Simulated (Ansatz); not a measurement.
Input of an Ansatz 0.2.0 run:

input.yaml

```yaml
crystal:
  lattice:
    - [0.0, 2.703, 2.703]
    - [2.703, 0.0, 2.703]
    - [2.703, 2.703, 0.0]
  atoms:
    - { symbol: Ni, position: [0.0, 0.0, 0.0], spin: 1.0 }
    - { symbol: Si, position: [0.75, 0.75, 0.75] }
    - { symbol: Si, position: [0.25, 0.25, 0.25] }
hamiltonian:
  xc: pbe
  pseudopotentials: { kind: paw }
  hubbard: { sites: [{ species: Ni, l: d, u_eff: 3.0 }] }
magnetization:
  spin_polarized: true
kpoints:
  mp_grid: { grid: [9, 9, 9] }
scf:
  occupations: { method: fermi_dirac, width: 0.05 }
output:
  forces: true
  stress: true
  eigenvalues: true
  write_density: true
  write_potential: true
  elf: true
  volumetric_format: npy
relax:
  f_tol: 0.01
  max_steps: 40
  cell: { stress_tol: 0.05 }
```

Potentials or basis: Ansatz PAW.

The run is started by

```bash
$ ansatz run input.yaml --threads 2 --pin off --max-ram 5632MiB --backend cpu --events-out ev --progress --plain --runs-dir out
```

**Question.** Predict the band gap on the k mesh.

**Answer.** None (metal or under the smearing width).

**Question.** Estimate the absolute moment.

**Answer.** 0.00 μB per cell.

**Question.** What does it give for the relaxed cell?

**Answer.** a = 3.853 Å, b = 3.853 Å, c = 3.853 Å, α = 60.00°, β = 60.00°, γ = 60.00°.

**Question.** Predict the space group after relaxing (to 0.05 Å).

**Answer.** Fm-3m (No. 225).

Final structure:
```
Ni Si
1.0
     0.00000    2.72424    2.72424
     2.72424    0.00000    2.72424
     2.72424    2.72424    0.00000
Ni Si
1 2
Direct
  0.00000 0.00000 0.00000
  0.75000 0.75000 0.75000
  0.25000 0.25000 0.25000
```

Caveat: the magnetic or orbital state may not be the lowest; the U is typed as a test and isn't derived for this compound; the starting moments weren't kept. PBE usually gives volumes a little too large and moduli too small.
